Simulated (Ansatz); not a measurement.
## C vacancy in SiC

Computed with DFT PBE, scalar-relativistic, plane waves, PAW (Ansatz 0.2.0). (420 eV cutoff, 2×2×2 k-mesh, Gaussian smearing of 0.01 eV, collinear spin in charge +1, -1 alone)

Host crystal, relaxed:

```xyz
8
Lattice="3.0941 0.0000 0.0000 -1.5471 2.6796 0.0000 0.0000 0.0000 10.1293" Properties=species:S:1:pos:R:3 pbc="T T T"
Si    1.5471    0.8932    9.4997
Si    0.0000    1.7864    4.4351
Si    0.0000    0.0000    6.9680
Si    0.0000    0.0000    1.9033
C     1.5471    0.8932    7.5951
C     0.0000    1.7864    2.5304
C     0.0000    0.0000    5.0692
C     0.0000    0.0000    0.0045
```

Supercell of 32 atoms, rows in host cell vectors: 0 -2 0; -2 0 0; 0 0 -1. Atoms relax at the host's cell from a start displaced at random by 0.06 Å near the defect, so other minima may exist. The cell is small, so energies carry finite-size errors of tenths of an eV. The host's Kohn–Sham gap is 2.22 eV. Atoms are taken from and returned to the elements' standard states. Charged cells are corrected for image charges with the computed static dielectric tensor (mean 10.6) and aligned with the host's potential at far atoms (alignment terms reach 0.41 eV; the program doubts the alignment in some charges, where it is up to 0.41 eV). No band-filling term is added, and the Fermi level counts from the host's valence band top.

Starting moments were lost in some runs.

Defect: C vacancy at (0.667, 0.333, 0.750) of the host cell.

Problem. What is the formation energy of the neutral defect?

Solution. 3.35 eV.

Problem. Does the neutral defect carry a moment, and how do its surroundings relax?

Solution. The neutral run had no spin polarisation, so a moment wasn't tested. The nearest neighbours before are 3 Si at 1.89 Å, 1 Si at 1.91 Å; after relaxation the atoms near the site are 1 Si at 1.89 Å, 3 Si at 1.91 Å; the largest move is 0.02 Å.

Problem. Charges +1, 0, -1, -2 were computed. Which is stable where in the gap?

Solution. Among the charges computed the stable one is +1 at the valence band top, changing to 0 at 1.01 eV, changing to -1 at 2.08 eV. In charge -2 the extra carrier would gain by moving to a band edge of the host, so it isn't bound in the gap. In charge +1, -1, -2 the cell has partly filled bands: a level of the defect may be part filled, the carrier may sit in the host's bands, or levels may cross between the k points, so transitions that involve it are doubtful. Other sites of the defect weren't tried. Levels between neighbouring charges: (+1/0) 1.01 eV, (0/-1) 2.08 eV, (-1/-2) 2.63 eV.

Cost: 5 runs of about 7 core-minutes in all, on Intel Xeon 6975P-C (Granite Rapids) (shared hosts).